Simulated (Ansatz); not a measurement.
# WS2: the cost of one run

Method: DFT PBE, scalar-relativistic, plane waves, PAW, in Ansatz 0.2.0.

## (1) Starting point

Symmetry: P3m1, No. 156, trigonal system. Conventional cell: a = 3.183 Å, b = 3.183 Å, c = 28.532 Å, α = 90.00°, β = 90.00°, γ = 120.00°. W (site symmetry 3m) has 6 S at 2.41 Å as nearest neighbours. S (site symmetry 3m) has 3 W at 2.41 Å as nearest neighbours. Only part of the 9 independent sites is listed.

Coordinates:

```
CELL_PARAMETERS angstrom
-3.18295 -5.51304 0.00000
3.18295 -5.51304 0.00000
-1.59148 -2.75652 28.53222
ATOMIC_POSITIONS crystal
W 0.83702 0.66667 0.65929
W 0.33702 0.66667 0.65929
W 0.83702 0.16667 0.65929
W 0.33702 0.16667 0.65929
W 0.89057 0.33333 0.88553
W 0.39057 0.33333 0.88553
W 0.89057 0.83333 0.88553
W 0.39057 0.83333 0.88553
W 0.61615 0.33333 0.43436
W 0.11615 0.33333 0.43436
W 0.61615 0.83333 0.43436
W 0.11615 0.83333 0.43436
S 0.69657 0.66667 0.94019
S 0.19657 0.66667 0.94019
S 0.69657 0.16667 0.94019
S 0.19657 0.16667 0.94019
S 0.92215 0.66667 0.48903
S 0.42215 0.66667 0.48903
S 0.92215 0.16667 0.48903
S 0.42215 0.16667 0.48903
S 0.97636 0.33333 0.71395
S 0.47636 0.33333 0.71395
S 0.97636 0.83333 0.71395
S 0.47636 0.83333 0.71395
S 0.75124 0.66667 0.83085
S 0.25124 0.66667 0.83085
S 0.75124 0.16667 0.83085
S 0.25124 0.16667 0.83085
S 0.97681 0.66667 0.37971
S 0.47681 0.66667 0.37971
S 0.97681 0.16667 0.37971
S 0.47681 0.16667 0.37971
S 0.53102 0.33333 0.60462
S 0.03102 0.33333 0.60462
S 0.53102 0.83333 0.60462
S 0.03102 0.83333 0.60462
```

The runs take a perfect supercell of 36 atoms; the defect goes to fractional position (0.697, 0.667, 0.940).

## (2) The perfect supercell

Input file input.yaml:

```yaml
crystal:
  lattice:
    - [-3.182954, -5.513038, 0.0]
    - [3.182954, -5.513038, 0.0]
    - [-1.591477, -2.756519, 28.532218]
  atoms:
    - { symbol: W, position: [0.837023, 0.666667, 0.659287] }
    - { symbol: W, position: [0.337023, 0.666667, 0.659287] }
    - { symbol: W, position: [0.837023, 0.166667, 0.659287] }
    - { symbol: W, position: [0.337023, 0.166667, 0.659287] }
    - { symbol: W, position: [0.890566, 0.333334, 0.885534] }
    - { symbol: W, position: [0.390566, 0.333334, 0.885534] }
    - { symbol: W, position: [0.890566, 0.833334, 0.885534] }
    - { symbol: W, position: [0.390566, 0.833334, 0.885534] }
    - { symbol: W, position: [0.616152, 0.333334, 0.434362] }
    - { symbol: W, position: [0.116152, 0.333334, 0.434362] }
    - { symbol: W, position: [0.616152, 0.833334, 0.434362] }
    - { symbol: W, position: [0.116152, 0.833334, 0.434362] }
    - { symbol: S, position: [0.696574, 0.666666, 0.940186] }
    - { symbol: S, position: [0.196574, 0.666666, 0.940186] }
    - { symbol: S, position: [0.696574, 0.166666, 0.940186] }
    - { symbol: S, position: [0.196574, 0.166666, 0.940186] }
    - { symbol: S, position: [0.922151, 0.666667, 0.489031] }
    - { symbol: S, position: [0.422151, 0.666667, 0.489031] }
    - { symbol: S, position: [0.922151, 0.166667, 0.489031] }
    - { symbol: S, position: [0.422151, 0.166667, 0.489031] }
    - { symbol: S, position: [0.976357, 0.333334, 0.713952] }
    - { symbol: S, position: [0.476357, 0.333334, 0.713952] }
    - { symbol: S, position: [0.976357, 0.833334, 0.713952] }
    - { symbol: S, position: [0.476357, 0.833334, 0.713952] }
    - { symbol: S, position: [0.751243, 0.666666, 0.830848] }
    - { symbol: S, position: [0.251243, 0.666666, 0.830848] }
    - { symbol: S, position: [0.751243, 0.166666, 0.830848] }
    - { symbol: S, position: [0.251243, 0.166666, 0.830848] }
    - { symbol: S, position: [0.976812, 0.666666, 0.37971] }
    - { symbol: S, position: [0.476812, 0.666666, 0.37971] }
    - { symbol: S, position: [0.976812, 0.166666, 0.37971] }
    - { symbol: S, position: [0.476812, 0.166666, 0.37971] }
    - { symbol: S, position: [0.531021, 0.333333, 0.604625] }
    - { symbol: S, position: [0.031021, 0.333333, 0.604625] }
    - { symbol: S, position: [0.531021, 0.833333, 0.604625] }
    - { symbol: S, position: [0.031021, 0.833333, 0.604625] }
basis:
  ecutwfc: 420
  fft_grid_basis: typed
kpoints:
  mp_grid: { grid: [2, 2, 2] }
hamiltonian:
  xc: pbe
  pseudopotentials: { kind: paw }
scf:
  occupations: { method: gaussian, width: 0.05 }
output:
  forces: true
  stress: false
  eigenvalues: true
  bader: false
  write_density: true
  volumetric_format: npy
```

Started as:

```bash
$ ansatz run input.yaml --threads 4 --pin off --max-ram 10240MiB --backend cpu --events-out ev --progress --plain --runs-dir out
```

What time and memory should one allow on 4 threads of Arm Neoverse N1, shared host?

About 35 s, with a peak of 4 GiB.
